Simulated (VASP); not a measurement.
Li2O, 3 atoms in the cell. Symmetry: Fm-3m, No. 225, cubic system. The conventional cell has a = 4.627 Å, b = 4.627 Å, c = 4.627 Å, α = 90.00°, β = 90.00°, γ = 90.00°. Li (site symmetry -43m) is surrounded by 4 O at 2.00 Å. Around O (site symmetry m-3m) lie 8 Li at 2.00 Å. The cell comes from a database or a generator and needn't be the stable form of this composition. The cell isn't the ideal one: Na -> Li, S -> O on all its sites, cell and atoms relaxed.

- Program: VASP 6.6.1
- Task: single point
- Functional: PBE
- Potentials or basis: VASP PAW PBE potentials, release 64 (Li_sv, O)
- Cutoff: 520 eV
- k mesh: 8 × 8 × 8
- Occupations: gaussian, width 0.02 eV
- Spin: no spin polarisation
- Dipole correction: no
- Further INCAR settings: ALGO = Normal; EDIFF = 1e-06; NBANDS = 13

Potentials or basis: VASP PAW PBE potentials, release 64 (Li_sv, O).

Command:

```sh
$ cat potpaw_PBE.64/Li_sv/POTCAR potpaw_PBE.64/O/POTCAR > POTCAR
$ mpirun -np 1 vasp_std > vasp.out
```

Hardware: 1 thread of Intel(R) Xeon(R) Platinum 8488C (Sapphire Rapids), with other jobs on the host.

Estimate the wall time of this run.

Run time: 5.3 s on 1 thread of Intel(R) Xeon(R) Platinum 8488C (Sapphire Rapids) (shared host), peak memory 0.13 GiB. Counts: scf iterations 13, k points 29.
